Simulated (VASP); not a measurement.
Input of a VASP 6.6.1 run:

File INCAR:

```
SYSTEM = Pd
  ALGO = Normal
  EDIFF = 1E-6
  EDIFFG = -0.01
  ENCUT = 600
  GGA = AM
  IBRION = 2
  ISIF = 3
  ISMEAR = 1
  LASPH = .TRUE.
  LCHARG = .FALSE.
  LREAL = .FALSE.
  LWAVE = .FALSE.
  NELM = 80
  NSW = 90
  PREC = Accurate
  SIGMA = 0.1
```

Contents of KPOINTS:

```
k-points
0
G
  16 16 16
  0 0 0
```

Contents of POSCAR:

```
Pd
1.0
    0.0000000000      1.9465000000      1.9465000000
    1.9465000000      0.0000000000      1.9465000000
    1.9465000000      1.9465000000      0.0000000000
Pd
1
Direct
    0.0000000000      0.0000000000      0.0000000000
```

Potentials or basis: VASP PAW PBE potentials, release 64 (Pd).

The run is started by

```bash
$ cat potpaw_PBE.64/Pd/POTCAR > POTCAR
$ mpirun -np 1 vasp_std > vasp.out
```

Q: What does it give for the relaxed volume?

A: 14.48 Å³/atom.

Q: Predict the relaxed cell.

A: a = 2.736 Å, b = 2.736 Å, c = 2.736 Å, α = 60.00°, β = 60.00°, γ = 60.00°.

Q: Estimate the space group after relaxing (to 0.05 Å).

A: Fm-3m (No. 225).

Q: Predict the band gap on the k mesh.

A: None (metal or under the smearing width).

The path:
| step | energy change (eV) | largest force (eV/Å) | pressure (GPa) | volume (Å³) |
| --- | --- | --- | --- | --- |
| 1 | 0.0000 | 0.0000 | -3.66 | 14.75 |
| 2 | 0.0055 | 0.0000 | 6.71 | 14.04 |
| 3 | -0.0032 | 0.0000 | -0.03 | 14.48 |

Caveat: the PAW data sets were made with another functional, which shifts forces and pressure a little.
